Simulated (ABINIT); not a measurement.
# InP (F-43m) in ABINIT: further runs

One crystal, InP, is run at these levels: revPBE, LDA-PZ; tasks: band structure, equation of state.

All numbers are computed with ABINIT 10.8.3 (patched build); they aren't measurements. Logs are shortened: lines on timing, memory, paths and dates and some standing lists are left out, and cuts for length are marked. The log counts tension as positive stress, the text compression.

**Measured values to compare with.**

A printed reference work, data compilation reports, for a bulk crystal of InP: band gap 1.4236 eV (direct) at 1.6 K; bulk modulus 71 GPa.

The results are compared with them further down.

## (1) Starting point

It takes space group F-43m (No. 216, cubic). The conventional cell has a = 5.861 Å, b = 5.861 Å, c = 5.861 Å, α = 90.00°, β = 90.00°, γ = 90.00°. Around In (site symmetry -43m) lie 4 P at 2.54 Å. P (site symmetry -43m) is surrounded by 4 In at 2.54 Å.

## (2) Band structure, revPBE

run.abi

```
ndtset 2

pp_dirpath "./"
pseudos "In.GGA_PBE-JTH_sp.xml, P.GGA_PBE-JTH.xml"

acell 3*1.0 Angstrom
rprim
     0.0000000000     2.9305000000     2.9305000000
     2.9305000000     0.0000000000     2.9305000000
     2.9305000000     2.9305000000     0.0000000000
ntypat 2
znucl 49 15
natom 2
typat 1 2
xred
     0.0000000000     0.0000000000     0.0000000000
     0.7500000000     0.7500000000     0.7500000000

ecut 20.0
pawecutdg 40.0

ixc 14

occopt 3
tsmear 0.05 eV

nstep 100

iomode 3
prtwf 0
prteig 0
prtebands 0
enunit 1
prtden1 1
prtvha1 1
prtvclmb1 1
prtpot1 1

kptopt1 1
ngkpt1 8 8 8
nshiftk1 1
shiftk1 0.0 0.0 0.0
nband1 8
tolvrs1 1.0e-9

iscf2 -2
getden2 1
nband2 12
nbdbuf2 2
tolwfr2 1.0e-12
kptopt2 -9
ndivsm2 8
prteig2 1
prtvol2 -3
kptbounds2
     0.0000000000     0.0000000000     0.0000000000
     0.5000000000     0.0000000000     0.5000000000
     0.5000000000     0.2500000000     0.7500000000
     0.3750000000     0.3750000000     0.7500000000
     0.0000000000     0.0000000000     0.0000000000
     0.5000000000     0.5000000000     0.5000000000
     0.6250000000     0.2500000000     0.6250000000
     0.5000000000     0.2500000000     0.7500000000
     0.5000000000     0.5000000000     0.5000000000
     0.3750000000     0.3750000000     0.7500000000
```

Potentials or basis: JTH PAW PBE v2.0 sp.

The run is started by

```
$ abinit run.abi > log 2>&1
```

run.abo:

```text
.Version 10.8.3 of ABINIT
 DATASET    1 : space group F-4 3 m (#216); Bravais cF (face-center cubic)
================================================================================
 Values of the parameters that define the memory need for DATASET  1.
     intxc =       0    ionmov =       0      iscf =      17    lmnmax =      13
     lnmax =       5     mgfft =      32  mpssoang =       3    mqgrid =    3001
     natom =       2  nloc_mem =       2    nspden =       1   nspinor =       1
    nsppol =       1      nsym =      24    n1xccc =       1    ntypat =       2
    occopt =       3   xclevel =       2
       mpw =        1475          nfft =       32768          nkpt =          29
 PAW method is used; the additional fine FFT grid is defined by:
   mgfftf=        48    nfftf =    110592
================================================================================
================================================================================

 DATASET    2 : space group F-4 3 m (#216); Bravais cF (face-center cubic)
================================================================================
 Values of the parameters that define the memory need for DATASET  2.
     intxc =       0    ionmov =       0      iscf =      -2    lmnmax =      13
     lnmax =       5     mgfft =      32  mpssoang =       3    mqgrid =    3001
     natom =       2  nloc_mem =       2    nspden =       1   nspinor =       1
    nsppol =       1      nsym =      24    n1xccc =       1    ntypat =       2
    occopt =       3   xclevel =       2
       mpw =        1472          nfft =       32768          nkpt =         139
 PAW method is used; the additional fine FFT grid is defined by:
   mgfftf=        48    nfftf =    110592
================================================================================
================================================================================

--------------------------------------------------------------------------------
------------- Echo of variables that govern the present computation ------------
--------------------------------------------------------------------------------
 -outvars: echo values of preprocessed input variables --------
            acell      1.8897261259E+00  1.8897261259E+00  1.8897261259E+00 Bohr
              amu      1.14820000E+02  3.09737620E+01
             ecut      2.00000000E+01 Hartree
           enunit           1
           getden1          0
           getden2          1
             iscf1         17
             iscf2         -2
              ixc          14
           jdtset        1    2
           kptopt1          1
           kptopt2         -9
         kptrlatt        8    0    0      0    8    0      0    0    8
          kptrlen1     6.26535348E+01
          kptrlen2     3.00000000E+01
            natom           2
            nband1          8
            nband2         12
           nbdbuf1          0
           nbdbuf2          2
           ndtset           2
           ndivsm1          0
           ndivsm2          8
            ngfft          32      32      32
          ngfftdg          48      48      48
             nkpt1         29
             nkpt2        139
            nstep         100
             nsym          24
           ntypat           2
           occopt           3
        pawecutdg      4.00000000E+01 Hartree
         pawxcdev           0
        prtebands           0
           prteig1          0
           prteig2          1
           prtpot1          1
           prtpot2          0
         prtvclmb1          1
         prtvclmb2          0
           prtvha1          1
           prtvha2          0
           prtvol1          0
           prtvol2         -3
            prtwf           0
            rprim      0.0000000000E+00  2.9305000000E+00  2.9305000000E+00
                       2.9305000000E+00  0.0000000000E+00  2.9305000000E+00
                       2.9305000000E+00  2.9305000000E+00  0.0000000000E+00
           shiftk1     0.00000000E+00  0.00000000E+00  0.00000000E+00
           shiftk2     5.00000000E-01  5.00000000E-01  5.00000000E-01
          spgroup         216
           tolvrs1     1.00000000E-09
           tolvrs2     0.00000000E+00
           tolwfr1     0.00000000E+00
           tolwfr2     1.00000000E-12
           tsmear      1.83746611E-03 Hartree
            typat      1  2
           useylm           1
           xangst      0.0000000000E+00  0.0000000000E+00  0.0000000000E+00
                       4.3957500000E+00  4.3957500000E+00  4.3957500000E+00
            xcart      0.0000000000E+00  0.0000000000E+00  0.0000000000E+00
                       8.3067636180E+00  8.3067636180E+00  8.3067636180E+00
             xred      0.0000000000E+00  0.0000000000E+00  0.0000000000E+00
[... 212 lines left out ...]
electrons: {nelect:   8.00000000E+00, charge:   0.00000000E+00, occopt:   3.00000000E+00, tsmear:   1.83746611E-03, }
meta: {optdriver: 0, ionmov: 0, optcell: 0, iscf: -2, paral_kgb: 0, }
...

 mkfilename : getden/=0, take file _DEN from output of DATASET   1.

 Exchange-correlation functional for the present dataset will be:
  GGA: revPBE functional - ixc=14
  Zhang and Yang, PRL 80, 890 (1998)

 Real(R)+Recip(G) space primitive vectors, cartesian coordinates (Bohr,Bohr^-1):
 R(1)=  0.0000000  5.5378424  5.5378424  G(1)= -0.0902879  0.0902879  0.0902879
 R(2)=  5.5378424  0.0000000  5.5378424  G(2)=  0.0902879 -0.0902879  0.0902879
 R(3)=  5.5378424  5.5378424  0.0000000  G(3)=  0.0902879  0.0902879 -0.0902879
 Unit cell volume ucvol=  3.3966576E+02 bohr^3
 Angles (23,13,12)=  6.00000000E+01  6.00000000E+01  6.00000000E+01 degrees

 Coarse grid specifications (used for wave-functions):

 getcut: wavevector=  0.0000  0.0000  0.0000  ngfft=  32  32  32
         ecut(hartree)=     20.000   => boxcut(ratio)=   2.02962

 Fine grid specifications (used for densities):

 getcut: wavevector=  0.0000  0.0000  0.0000  ngfft=  48  48  48
         ecut(hartree)=     40.000   => boxcut(ratio)=   2.15273
--------------------------------------------------------------------------------

================================================================================
 Non-SCF case, kpt    1 (  0.00000  0.00000  0.00000), residuals and eigenvalues=
  3.47E-13  4.10E-13  4.12E-13  1.13E-13  2.86E-13  8.96E-13  2.33E-13  3.58E-13
  1.90E-13  7.76E-13  1.03E-11  1.29E-13
 -3.4788E-01  7.4023E-02  7.4023E-02  7.4023E-02  1.0687E-01  2.2715E-01
  2.2715E-01  2.2715E-01  3.9704E-01  4.1246E-01  4.1246E-01  4.8875E-01
 Non-SCF case, kpt    2 (  0.02174  0.00000  0.02174), residuals and eigenvalues=
  5.33E-13  2.41E-13  3.25E-13  1.59E-13  2.07E-13  3.05E-13  4.36E-13  7.91E-13
  3.32E-13  6.45E-13  4.33E-13  3.03E-06
 -3.4764E-01  6.9934E-02  7.3330E-02  7.3330E-02  1.1092E-01  2.2627E-01
  2.2810E-01  2.2810E-01  3.9851E-01  4.0971E-01  4.1265E-01  4.8999E-01
 Non-SCF case, kpt    3 (  0.04348  0.00000  0.04348), residuals and eigenvalues=
[... 670 lines left out ...]
  2.68E-13  2.95E-13  6.01E-13  3.36E-13  1.80E-13  4.36E-13  2.01E-13  3.00E-13
  4.43E-13  5.01E-13  7.73E-07  5.87E-05
 -2.7309E-01 -1.2760E-01 -4.6817E-02  8.0153E-03  1.6895E-01  2.5344E-01
  3.3869E-01  3.3918E-01  3.8274E-01  4.2847E-01  5.5348E-01  5.8080E-01
 Non-SCF case, kpt  138 (  0.38393  0.38393  0.73214), residuals and eigenvalues=
  1.78E-13  5.10E-13  7.67E-13  5.74E-13  2.95E-13  5.88E-13  4.58E-13  8.07E-13
  6.52E-13  7.47E-13  3.25E-06  1.81E-05
 -2.7158E-01 -1.2863E-01 -4.7478E-02  5.5734E-03  1.6652E-01  2.4707E-01
  3.4723E-01  3.4912E-01  3.7924E-01  4.3036E-01  5.5617E-01  5.9199E-01
 Non-SCF case, kpt  139 (  0.37500  0.37500  0.75000), residuals and eigenvalues=
  6.07E-13  8.01E-13  6.35E-13  7.02E-13  2.66E-13  5.84E-13  9.72E-13  1.69E-13
  3.19E-13  7.53E-13  4.59E-07  1.08E-04
 -2.7065E-01 -1.2959E-01 -4.6464E-02  3.5011E-03  1.6442E-01  2.3950E-01
  3.5416E-01  3.5590E-01  3.8093E-01  4.3448E-01  5.5304E-01  5.8667E-01

--- !ResultsGS
iteration_state: {dtset: 2, }
comment   : Summary of ground state results
lattice_vectors:
- [  0.0000000,   5.5378424,   5.5378424, ]
- [  5.5378424,   0.0000000,   5.5378424, ]
- [  5.5378424,   5.5378424,   0.0000000, ]
lattice_lengths: [   7.83169,    7.83169,    7.83169, ]
lattice_angles: [ 60.000,  60.000,  60.000, ] # degrees, (23, 13, 12)
lattice_volume:   3.3966576E+02
convergence: {deltae:  0.000E+00, res2:  0.000E+00, residm:  9.995E-13, diffor:  0.000E+00, }
etotal    :  -8.70023393E+00
entropy   :   0.00000000E+00
fermie    :   9.16014760E-02
cartesian_stress_tensor: null
pressure_GPa: null
xred      :
- [  0.0000E+00,   0.0000E+00,   0.0000E+00, In]
- [  7.5000E-01,   7.5000E-01,   7.5000E-01,  P]
cartesian_forces: null
force_length_stats: {min: null, max: null, mean: null, }
...

 Integrated electronic density in atomic spheres:
 ------------------------------------------------
 Atom  Sphere_radius  Integrated_density
    1        2.90115          2.38434286
    2        1.60765          1.58625950

================================================================================

 ----iterations are completed or convergence reached----

 Mean square residual over all n,k,spin=   49.605E-14; max=  99.948E-14
 reduced coordinates (array xred) for    2 atoms
       0.000000000000      0.000000000000      0.000000000000
       0.750000000000      0.750000000000      0.750000000000

 cartesian coordinates (angstrom) at end:
    1      0.00000000000000     0.00000000000000     0.00000000000000
    2      4.39575000000000     4.39575000000000     4.39575000000000
 length scales=  1.889726125908  1.889726125908  1.889726125908 bohr
              =  1.000000000000  1.000000000000  1.000000000000 angstroms
 Eigenvalues (   eV  ) for nkpt= 139  k points:
 kpt#   1, nband= 12, wtk=  1.00000, kpt=  0.0000  0.0000  0.0000 (reduced coord)
  -9.46619    2.01428    2.01428    2.01428    2.90810    6.18114    6.18114    6.18114
  10.80388   11.22364   11.22364   13.29956
 kpt#   2, nband= 12, wtk=  1.00000, kpt=  0.0217  0.0000  0.0217 (reduced coord)
  -9.45983    1.90299    1.99541    1.99541    3.01826    6.15718    6.20680    6.20680
  10.84408   11.14883   11.22881   13.33344
 kpt#   3, nband= 12, wtk=  1.00000, kpt=  0.0435  0.0000  0.0435 (reduced coord)
  -9.44078    1.65688    1.94038    1.94038    3.26052    6.08803    6.28220    6.28220
  10.92673   10.98489   11.24430   13.35648
 kpt#   4, nband= 12, wtk=  1.00000, kpt=  0.0652  0.0000  0.0652 (reduced coord)
  -9.40910    1.36377    1.85348    1.85348    3.54565    5.98107    6.40334    6.40334
  10.66531   11.15911   11.27012   13.42745
 kpt#   5, nband= 12, wtk=  1.00000, kpt=  0.0870  0.0000  0.0870 (reduced coord)
  -9.36493    1.05363    1.74061    1.74061    3.84105    5.84535    6.56381    6.56381
  10.35252   11.30614   11.41116   13.52597
 kpt#   6, nband= 12, wtk=  1.00000, kpt=  0.1087  0.0000  0.1087 (reduced coord)
  -9.30843    0.73668    1.60817    1.60817    4.13244    5.69084    6.75766    6.75766
[... 386 lines left out ...]
  -7.54375   -3.44430   -1.08465    0.37599    4.73893    7.01773    8.67845    8.86956
  10.73513   11.69864   14.41749   15.19064
 kpt# 136, nband= 12, wtk=  1.00000, kpt=  0.4018  0.4018  0.6964 (reduced coord)
  -7.48386   -3.45152   -1.20522    0.29339    4.66866    7.00608    8.95493    8.99722
  10.56294   11.65920   14.80638   15.45905
 kpt# 137, nband= 12, wtk=  1.00000, kpt=  0.3929  0.3929  0.7143 (reduced coord)
  -7.43116   -3.47213   -1.27396    0.21811    4.59725    6.89641    9.21634    9.22959
  10.41500   11.65936   15.06084   15.80446
 kpt# 138, nband= 12, wtk=  1.00000, kpt=  0.3839  0.3839  0.7321 (reduced coord)
  -7.38998   -3.50032   -1.29195    0.15166    4.53119    6.72318    9.44854    9.49992
  10.31971   11.71059   15.13413   16.10877
 kpt# 139, nband= 12, wtk=  1.00000, kpt=  0.3750  0.3750  0.7500 (reduced coord)
  -7.36476   -3.52646   -1.26436    0.09527    4.47417    6.51722    9.63710    9.68444
  10.36563   11.82292   15.04888   15.96405

== END DATASET(S) ==============================================================
================================================================================

 -outvars: echo values of variables after computation  --------
            acell      1.8897261259E+00  1.8897261259E+00  1.8897261259E+00 Bohr
           etotal1    -8.7002339308E+00
            fcart1    -0.0000000000E+00 -0.0000000000E+00 -0.0000000000E+00
                      -0.0000000000E+00 -0.0000000000E+00 -0.0000000000E+00
            rprim      0.0000000000E+00  2.9305000000E+00  2.9305000000E+00
                       2.9305000000E+00  0.0000000000E+00  2.9305000000E+00
                       2.9305000000E+00  2.9305000000E+00  0.0000000000E+00
           strten1    -2.3611071977E-04 -2.3611071977E-04 -2.3611071977E-04
                       0.0000000000E+00  0.0000000000E+00  0.0000000000E+00
           xangst      0.0000000000E+00  0.0000000000E+00  0.0000000000E+00
                       4.3957500000E+00  4.3957500000E+00  4.3957500000E+00
             xred      0.0000000000E+00  0.0000000000E+00  0.0000000000E+00
                       7.5000000000E-01  7.5000000000E-01  7.5000000000E-01
 Calculation completed.
```

Wall time 35 s (1 thread of Arm Neoverse V2, shared host); peak memory 0.14 GiB.

Results:

```
Free energy                                           : -236.7454 eV
Band gap on the k mesh                                : 0.89 eV, direct
Valence electrons inside the program's atomic spheres : In 2.38; P 1.59
```

Levels at the corners of the path, in eV from the valence-band top:
| point | band 1 | band 2 | band 3 | band 4 | band 5 | band 6 | band 7 | band 8 | band 9 |
| --- | --- | --- | --- | --- | --- | --- | --- | --- | --- |
| Γ | -11.48 | 0.00 | 0.00 | 0.00 | 0.89 | 4.17 | 4.17 | 4.17 | 8.79 |
| X | -9.35 | -5.70 | -2.29 | -2.29 | 1.87 | 2.35 | 9.45 | 9.67 | 9.67 |
| W | -9.30 | -5.53 | -2.95 | -2.87 | 4.40 | 4.48 | 5.70 | 6.31 | 10.21 |
| K | -9.38 | -5.54 | -3.28 | -1.92 | 2.46 | 4.50 | 7.62 | 7.67 | 8.35 |
| Γ | -11.48 | 0.00 | 0.00 | 0.00 | 0.89 | 4.17 | 4.17 | 4.17 | 8.79 |
| L | -9.97 | -5.67 | -0.96 | -0.96 | 1.63 | 4.87 | 4.87 | 7.31 | 9.74 |
| U | -9.38 | -5.54 | -3.28 | -1.92 | 2.46 | 4.50 | 7.62 | 7.67 | 8.35 |
| W | -9.30 | -5.53 | -2.95 | -2.87 | 4.40 | 4.48 | 5.70 | 6.31 | 10.21 |
| L | -9.97 | -5.67 | -0.96 | -0.96 | 1.63 | 4.87 | 4.87 | 7.31 | 9.74 |
| K | -9.38 | -5.54 | -3.28 | -1.92 | 2.46 | 4.50 | 7.62 | 7.67 | 8.35 |

Caveat: the cutoff is too short for stress, so the log's stress isn't used; the PAW data sets were made with another functional, which shifts forces and pressure a little; spin-orbit coupling is left out, which moves the levels of the heavy elements; this set keeps more shells in the core, which shifts pressures and gaps.

(Part 1 of 2 ends here.)
